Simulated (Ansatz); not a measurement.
# LiCl: the cost of one run

Computed with Ansatz 0.2.0 (DFT PBE, scalar-relativistic, plane waves, PAW, unless a step names another level, unless a step's input says otherwise).

1 further run of the same task is left out (it didn't finish).

### Step 1. The system as given

It takes space group P6_3mc (No. 186, hexagonal). Conventional cell: a = 3.929 Å, b = 3.929 Å, c = 6.284 Å, α = 90.00°, β = 90.00°, γ = 120.00°. Li (site symmetry 3m) is surrounded by 4 Cl at 2.39 Å. Around Cl (site symmetry 3m) lie 4 Li at 2.39 Å.

Structure file:

```cif
data_structure
_symmetry_space_group_name_H-M 'P6_3mc'
_symmetry_Int_Tables_number 186
_cell_length_a 3.9289
_cell_length_b 3.9289
_cell_length_c 6.2836
_cell_angle_alpha 90.000
_cell_angle_beta 90.000
_cell_angle_gamma 120.000
_cell_volume 84.00
loop_
_atom_site_label
_atom_site_type_symbol
_atom_site_symmetry_multiplicity
_atom_site_Wyckoff_symbol
_atom_site_fract_x
_atom_site_fract_y
_atom_site_fract_z
_atom_site_occupancy
Li1 Li 2 b 0.33333 0.66667 0.81557 1
Cl1 Cl 2 b 0.66667 0.33333 0.93448 1
```

It is the end of an earlier relaxation with the same method, from a generated guess; it is a trial structure. At a tolerance of 0.02 Å it has space group P6_3mc (No. 186); it has 21.00 Å³/atom, an uncorrected energy of -1.88 eV/atom over the elements.

### Step 2. Bands, states and charges

Contents of input.yaml:

```yaml
crystal:
  lattice:
    - [3.9289135854, 0.0, 0.0]
    - [-1.9644567927, 3.4025389742, 0.0]
    - [0.0, 0.0, 6.2836069554]
  atoms:
    - { symbol: Li, position: [0.3333333333, 0.6666666667, 0.8155655881] }
    - { symbol: Li, position: [0.6666666667, 0.3333333333, 0.3155655881] }
    - { symbol: Cl, position: [0.6666666667, 0.3333333333, 0.9344812807] }
    - { symbol: Cl, position: [0.3333333333, 0.6666666667, 0.4344812807] }
basis:
  ecutwfc: 420
kpoints:
  mp_grid: { grid: [6, 6, 4] }
  band_path:
    path:
      - [[0.0, 0.0, 0.0], [0.5, 0.0, 0.0], [0.33333333, 0.33333333, 0.0], [0.0, 0.0, 0.0], [0.0, 0.0, 0.5], [0.5, 0.0, 0.5], [0.33333333, 0.33333333, 0.5], [0.0, 0.0, 0.5]]
      - [[0.5, 0.0, 0.5], [0.5, 0.0, 0.0]]
      - [[0.33333333, 0.33333333, 0.5], [0.33333333, 0.33333333, 0.0]]
    npoints: 14
hamiltonian:
  xc: pbe
scf:
  occupations: { method: gaussian, width: 0.02 }
  n_extra_bands: 10
output:
  forces: true
  stress: true
  eigenvalues: true
  populations: true
  dos: { projected: true, de: 0.02, nscf_kmesh: { grid: [9, 9, 6] } }
  bader: true
  write_density: true
  write_potential: true
  elf: true
  volumetric_format: npy
```

The run is started by

```bash
$ ansatz run input.yaml --threads 1 --pin off --max-ram 2560MiB --backend cpu --events-out ev --progress --plain --runs-dir out
```

What time and memory should one allow on 1 thread of Arm Neoverse V2, shared host?

About 33 s, with a peak of 0.35 GiB.
